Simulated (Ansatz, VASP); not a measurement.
Two plane-wave programs on GaN

File INCAR:

```
SYSTEM = GaN
  PREC = Accurate
  ENCUT = 600
  EDIFF = 1E-6
  ISMEAR = 0
  SIGMA = 0.01
  LREAL = .False.
  LASPH = .True.
  NELM = 100
  ALGO = Fast
  ISIF = 3
  LWAVE = .False.
  LCHARG = .False.
  GGA = PE
  IBRION = 2
  NSW = 80
  EDIFFG = -0.001
```

The input KPOINTS:

```
Automatic mesh
0
Gamma
  10 10 10
  0 0 0
```

Contents of POSCAR:

```
GaN
1.0
    0.0000000000      2.2742384940      2.2742384940
    2.2742384940      0.0000000000      2.2742384940
    2.2742384940      2.2742384940      0.0000000000
Ga N
1 1
Direct
    0.0000000000      0.0000000000      0.0000000000
    0.7500000000      0.7500000000      0.7500000000
```

Input for Ansatz:

```yaml
crystal:
  lattice:
    - [0.0, 2.274238494, 2.274238494]
    - [2.274238494, 0.0, 2.274238494]
    - [2.274238494, 2.274238494, 0.0]
  atoms:
    - { symbol: Ga, position: [0.0, 0.0, 0.0] }
    - { symbol: "N", position: [0.75, 0.75, 0.75] }
basis:
  ecutwfc: 420
kpoints:
  mp_grid: { grid: [10, 10, 10] }
hamiltonian:
  xc: pbe
scf:
  occupations: { method: fixed }
output:
  forces: true
  stress: true
  eigenvalues: true
  write_density: true
  write_potential: true
  elf: true
  volumetric_format: npy
relax:
  adjacent_minimum: "off"
  f_tol: 0.001
  max_steps: 60
  cell: { stress_tol: 0.01 }
```

Alike in both runs: task relaxation of cell and atoms; functional PBE; k mesh 10 × 10 × 10; no spin polarisation.

```csv
,VASP,Ansatz
version,VASP 6.6.1,Ansatz 0.2.0
potentials or method,"VASP PAW PBE potentials, release 64 (Ga_d, N)","scalar-relativistic, plane waves, PAW"
plane-wave cutoff (eV),600,420
occupations,"gaussian, width 0.01 eV",fixed
valence electrons in the cell,18,18
```

```tsv
	VASP	Ansatz	Ansatz less VASP
gap on the k mesh at the Fermi level, each at its own relaxed structure (eV)	1.55	1.54	-0.007
relaxed volume (Å³/atom)	11.76	11.76	0.000
relaxed cell length with the largest relative difference (Å)	3.216	3.216	0.0000
```

Caveats: the relaxation stopped at its first step, so nothing moved.
